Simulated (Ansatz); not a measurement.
# Ge (Fd-3m) in Ansatz: convergence with k mesh

Aim: find how far k mesh must go before the results for Ge settle, at LDA. This setting moves, with any that are tied to it; all else stays.

Program: Ansatz 0.2.0. These are calculated values, not measurements. Logs are shortened: lines on timing, memory, paths and dates and some standing lists are left out, and cuts for length are marked.

## (1) The structure

Symmetry: Fd-3m, No. 227, cubic system. The conventional cell has a = 5.658 Å, b = 5.658 Å, c = 5.658 Å, α = 90.00°, β = 90.00°, γ = 90.00°. Around Ge (site symmetry -43m) lie 4 Ge at 2.45 Å.

## (2) With k mesh 2 × 2 × 2

Contents of input.yaml:

```yaml
crystal:
  lattice:
    - [0.0, 2.82891, 2.82891]
    - [2.82891, 0.0, 2.82891]
    - [2.82891, 2.82891, 0.0]
  atoms:
    - { symbol: Ge, position: [0.75, 0.75, 0.75] }
    - { symbol: Ge, position: [0.5, 0.5, 0.5] }
kpoints:
  mp_grid: { grid: [2, 2, 2] }
scf:
  occupations: { method: fermi_dirac, width: 0.05 }
hamiltonian:
  xc: lda
  pseudopotentials: { kind: all_electron, lapw: { basis_error: 0.001 } }
output:
  forces: true
  stress: true
  eigenvalues: true
```

Potentials or basis: all-electron LAPW, scalar-relativistic.

On the command line:

```
> ansatz run input.yaml --threads 1 --pin off --max-ram 3072MiB --backend cpu --events-out ev --progress --plain --runs-dir out
```

Run time: 1.9 s. Hardware: 1 thread of Arm Neoverse V1, shared host; peak memory 0.23 GiB.

Results:

```yaml
Free_energy: -114071.3733 eV
Pressure: 14.1 GPa
Band_gap_on_the_k_mesh: none (metal or under the smearing width)
```

## (3) With k mesh 3 × 3 × 3

Edit input.yaml of step 2 so:

```diff
@@ -9,3 +9,3 @@
 kpoints:
-  mp_grid: { grid: [2, 2, 2] }
+  mp_grid: { grid: [3, 3, 3] }
 scf:
```

Potentials or basis: all-electron LAPW, scalar-relativistic.

On the command line:

```
> ansatz run input.yaml --threads 1 --pin off --max-ram 3072MiB --backend cpu --events-out ev --progress --plain --runs-dir out
```

Run time: 1.9 s. Hardware: 1 thread of Arm Neoverse V1, shared host; peak memory 0.23 GiB.

Results:

```
Free energy            : -114073.5291 eV
Pressure               : 1.8 GPa
Band gap on the k mesh : none (metal or under the smearing width)
```

## (4) With k mesh 4 × 4 × 4

Edit input.yaml of step 3 so:

```diff
@@ -9,3 +9,3 @@
 kpoints:
-  mp_grid: { grid: [3, 3, 3] }
+  mp_grid: { grid: [4, 4, 4] }
 scf:
```

On the command line:

```
> ansatz run input.yaml --threads 1 --pin off --max-ram 3072MiB --backend cpu --events-out ev --progress --plain --runs-dir out
```

Wall time 2.7 s (1 thread of Arm Neoverse V1, shared host); peak memory 0.23 GiB.

Results:

```yaml
Free_energy: -114074.0519 eV
Pressure: -0.1 GPa
Band_gap_on_the_k_mesh: none (metal or under the smearing width)
```

## (5) With k mesh 5 × 5 × 5

Edit input.yaml of step 4 so:

```diff
@@ -9,3 +9,3 @@
 kpoints:
-  mp_grid: { grid: [4, 4, 4] }
+  mp_grid: { grid: [5, 5, 5] }
 scf:
```

On the command line:

```
> ansatz run input.yaml --threads 1 --pin off --max-ram 3072MiB --backend cpu --events-out ev --progress --plain --runs-dir out
```

Wall time 3.2 s (1 thread of Arm Neoverse V1, shared host); peak memory 0.23 GiB.

What came out:

| Property | Result |
| --- | --- |
| Free energy | -114074.2126 eV |
| Pressure | -0.9 GPa |
| Band gap on the k mesh | none (metal or under the smearing width) |

## (6) With k mesh 6 × 6 × 6

Edit input.yaml of step 5 so:

```diff
@@ -9,3 +9,3 @@
 kpoints:
-  mp_grid: { grid: [5, 5, 5] }
+  mp_grid: { grid: [6, 6, 6] }
 scf:
```

Potentials or basis: all-electron LAPW, scalar-relativistic.

On the command line:

```
> ansatz run input.yaml --threads 1 --pin off --max-ram 3072MiB --backend cpu --events-out ev --progress --plain --runs-dir out
```

It took 4.6 s on 1 thread of Arm Neoverse V1, shared host; peak memory 0.25 GiB.

What came out:

```
Free energy            : -114074.2721 eV
Pressure               : -1.1 GPa
Band gap on the k mesh : none (metal or under the smearing width)
```

## (7) With k mesh 8 × 8 × 8

Edit input.yaml of step 6 so:

```diff
@@ -9,3 +9,3 @@
 kpoints:
-  mp_grid: { grid: [6, 6, 6] }
+  mp_grid: { grid: [8, 8, 8] }
 scf:
```

On the command line:

```
> ansatz run input.yaml --threads 1 --pin off --max-ram 3072MiB --backend cpu --events-out ev --progress --plain --runs-dir out
```

Wall time 7.6 s (1 thread of Arm Neoverse V1, shared host); peak memory 0.28 GiB.

Results:

| Property | Result |
| --- | --- |
| Free energy | -114074.3074 eV |
| Pressure | -1.3 GPa |
| Band gap on the k mesh | none (metal or under the smearing width) |

## (8) With k mesh 10 × 10 × 10

Edit input.yaml of step 7 so:

```diff
@@ -9,3 +9,3 @@
 kpoints:
-  mp_grid: { grid: [8, 8, 8] }
+  mp_grid: { grid: [10, 10, 10] }
 scf:
```

On the command line:

```
> ansatz run input.yaml --threads 1 --pin off --max-ram 3072MiB --backend cpu --events-out ev --progress --plain --runs-dir out
```

Wall time 12 s (1 thread of Arm Neoverse V1, shared host); peak memory 0.32 GiB.

Results (log left out):

```
Free energy            : -114074.3155 eV
Pressure               : -1.3 GPa
Band gap on the k mesh : none (metal or under the smearing width)
```

## (9) With k mesh 12 × 12 × 12

Edit input.yaml of step 8 so:

```diff
@@ -9,3 +9,3 @@
 kpoints:
-  mp_grid: { grid: [10, 10, 10] }
+  mp_grid: { grid: [12, 12, 12] }
 scf:
```

Potentials or basis: all-electron LAPW, scalar-relativistic.

On the command line:

```
> ansatz run input.yaml --threads 1 --pin off --max-ram 3072MiB --backend cpu --events-out ev --progress --plain --runs-dir out
```

The log of the run:

```text
Warning: RAYON_NUM_THREADS=1 ignored (pool sized by the plan → 1); use --threads N
LAPW: plane waves up to 9.122 Å⁻¹, error target 1.0e-3 eV per atom; small_component_spin mean_spin; Ge in spheres of 1.225 Å, 22 of its electrons in bands, Dirac shells [] (how accurate: hamiltonian.pseudopotentials.lapw.basis_error, Limitations)
Engine: ansatz 0.2.0, aarch64-unknown-linux-gnu
Pseudopotentials: kind: all_electron
Pseudopotential: Ge, LAPW, valence charge 22, lapw/all_electron/scalar/gaussian/Ge, Koelling and Harmon's equation, gaussian nucleus
Functional definition: SPW92
  exchange = slater_x
  correlation = pw_c
Crystal: 2 atoms, lattice volume = 45.278 Å³
Basis set: ecut = 317.0352262418907 eV, 561 PW (Γ), exchange–correlation at level 2
Bands: 27, of which v1, the nominal top of the filled ones, is band 22 counted from 1 (21 counted from 0)
Symmetry: 48 space group operations
Space group: Fd-3m (ITA 227), of the structure as read, at distance tolerance 3.6e-5 Å
k-points: 72 of 1728
Non-local potential: Ge, projectors of the file, none
Initial density: superposition of atomic densities (chi_scale 0.1, normalization cell)
Initial wavefunctions: plane waves of lowest kinetic energy (no species holds an atomic orbital)
Functional: x = slater, c = lda
iter 1 solved again at ethr=9.85e-4 eV; its pass at ethr=1.00e-1 eV (dr2=4.33e-1 eV) is discarded
SCF iter   1: F=—  HF=-114074.470299 eV  |F-HF|=—  |Δ(HF+E_count)|=         —  Δρ=2.91e-2  dr2=4.35e-1  ethr=9.85e-4  ⟨swp⟩=2.1  Hψ=11955  notcnv=0
preconditioner: auto → none  [insulator: Δε(μ)=0.218 eV  Ē_g=24.301 eV  σ=0.050 eV  W_gap=0.70  n_scr=14 (ndim 8)  ℏωp=29.2 eV  f_vac=0.091  D(μ)=0.03/eV (n_scr^D=0)  ε∞_Penn≈2.4]
SCF iter   2: F=—  HF=-114074.340601 eV  |F-HF|=—  |Δ(HF+E_count)|=   1.30e-1  Δρ=1.23e-2  dr2=7.14e-2  ethr=9.85e-4  ⟨swp⟩=2.0  Hψ=5760  notcnv=0
iter 3 solved again at ethr=6.55e-7 eV; its pass at ethr=1.62e-4 eV (dr2=2.88e-4 eV) is discarded
SCF iter   3: F=—  HF=-114074.321587 eV  |F-HF|=—  |Δ(HF+E_count)|=   1.90e-2  Δρ=1.12e-3  dr2=2.91e-4  ethr=6.55e-7  ⟨swp⟩=2.8  Hψ=9887  notcnv=0
SCF iter   4: F=—  HF=-114074.317957 eV  |F-HF|=—  |Δ(HF+E_count)|=         —  Δρ=4.49e-4  dr2=4.73e-5  ethr=6.55e-7  ⟨swp⟩=3.0  Hψ=5747  notcnv=0
the basis was enlarged: its passes take 61.4 KiB over the memory plan, 1 of 1 planned eigensolver slots
SCF iter   5: F=—  HF=-114074.317925 eV  |F-HF|=—  |Δ(HF+E_count)|=   3.17e-5  Δρ=5.36e-5  dr2=7.80e-7  ethr=1.07e-7  ⟨swp⟩=2.1  Hψ=5410  notcnv=0
SCF iter   6: F=-114074.317926 eV  HF=-114074.317926 eV  |F-HF|=5.82e-11  |Δ(HF+E_count)|=   2.83e-7  Δρ=4.82e-6  dr2=6.78e-9  ethr=1.77e-9  ⟨swp⟩=2.3  Hψ=5433  notcnv=0
SCF 1 converged in 6 iterations: F = -114074.317926 eV  dr2 = 6.78e-9
SCF converged after 6 iterations
Free energy (F): -114074.317926 eV
Harris-Foulkes:  -114074.317926 eV  (|F-HF|=5.82e-11)
Internal energy: -114074.317226 eV  (E = F + TS)
E sigma→0 (E₀):  -114074.317576 eV
Entropy (-TS):   -0.000699 eV (-0.350 meV/atom)
Fermi energy:    9.667813 eV
--- Per-component energies (eV) ---
  E_band       = -2092.822987
  E_kinetic    = 116421.524679
  E_xc         = -4179.463729
  E_electrostatic = -226316.378176  (all electrons and nuclei)
  E_smearing   = -0.000699  (= −TS)
  E_closure    = 0.000000  (closes the sum)
  E_atoms      = -114063.943511  (free atoms, spherical and without spin; not in F)
  Σ components = -114074.317926   (vs F -114074.317926, Δ=0.00e0)
  Basis errors (estimates in eV, not in F): energy 4.3e-4 per atom: plane waves 4.0e-4 (2.3e-4 summed), levels above the bands 1.6e-68, relativity 4.2e-9, radial functions 3.1e-5, core shells 1.6e-10; eigenvalues (radial functions only) 4.1e-7; not estimated: angular momenta, meshes, grids; target (lapw.basis_error) 1.0e-3; muffin-tin radii Ge 1.225 Å
--- Forces (eV/Å), atoms counted from 1 ---
  atom   1  Ge     0.00000000     0.00000000     0.00000000
  atom   2  Ge     0.00000000    -0.00000000     0.00000000
  max |Σ_I F_I| component: 1.16e-18 eV/Å
--- Stress (GPa, compression-positive) ---
       -1.268250      -0.000000       0.000000
       -0.000000      -1.268250       0.000000
        0.000000       0.000000      -1.268250
  P = ⅓ Tr σ = -1.2682 GPa (-12.682 kbar)
--- Band table (eV; the first three rows and the last of 72) ---
  k-point 0: bands = ["-153.1925", "-153.1900", "-100.8419", "-100.8419", "-100.8419", "-100.8330", "-100.8330", "-100.8330", "-15.2358", "-15.2358", "-15.2358", "-15.1993", "-15.1993", "-14.9878", "-14.9878", "-14.9878", "-14.9751", "-14.9751", "-3.1423", "9.4852", "9.6764", "9.6764", "9.6764", "12.2049", "12.2049", "12.2049", "15.8764"]
  k-point 1: bands = ["-153.1925", "-153.1901", "-100.8419", "-100.8419", "-100.8418", "-100.8330", "-100.8329", "-100.8329", "-15.2401", "-15.2401", "-15.2347", "-15.1935", "-15.1935", "-14.9948", "-14.9948", "-14.9891", "-14.9690", "-14.9690", "-3.0576", "8.0532", "9.5094", "9.5094", "10.5166", "12.4271", "12.4271", "12.5735", "16.3457"]
  k-point 2: bands = ["-153.1924", "-153.1901", "-100.8420", "-100.8420", "-100.8416", "-100.8332", "-100.8328", "-100.8328", "-15.2477", "-15.2477", "-15.2315", "-15.1819", "-15.1819", "-15.0052", "-15.0052", "-14.9929", "-14.9607", "-14.9607", "-2.8065", "6.4380", "9.1547", "9.1547", "10.5084", "12.8938", "12.8938", "13.7356", "17.3130"]
  k-point 71: bands = ["-153.1913", "-153.1913", "-100.8430", "-100.8430", "-100.8374", "-100.8374", "-100.8318", "-100.8318", "-15.2836", "-15.2836", "-15.1412", "-15.1412", "-15.0923", "-15.0923", "-15.0602", "-15.0602", "-14.9212", "-14.9212", "0.8309", "0.8309", "5.7614", "5.7614", "13.9155", "13.9155", "14.3261", "14.3261", "20.5971"]
```

Run time: 18 s. Hardware: 1 thread of Arm Neoverse V1, shared host; peak memory 0.38 GiB.

What came out:

```yaml
Free_energy: -114074.3179 eV
Pressure: -1.3 GPa
Band_gap_on_the_k_mesh: none (metal or under the smearing width)
```

## (10) Summary

```tsv
k mesh	energy less the tightest run, at zero smearing (meV/atom)	pressure (GPa)	SCF cycles	CPU time (s)	peak memory (GiB)
2 × 2 × 2	1486.58	14.08	8	1.9	0.23
3 × 3 × 3	396.64	1.76	6	1.9	0.23
4 × 4 × 4	134.50	-0.13	6	2.7	0.23
5 × 5 × 5	53.37	-0.92	6	3.2	0.23
6 × 6 × 6	23.24	-1.13	6	4.6	0.25
8 × 8 × 8	5.35	-1.25	6	7.6	0.28
10 × 10 × 10	1.22	-1.27	6	12	0.32
12 × 12 × 12	0.00	-1.27	6	18	0.38
```

Against the tightest run, the pressure stays within 0.1 GPa from 8 × 8 × 8 on. Not settled before the last step: the energy (to 1 meV/atom). Meshes of other sizes hit other points, so gaps and Fermi surfaces needn't settle smoothly. The tightest run that finished is the yardstick and may itself not be fully converged.
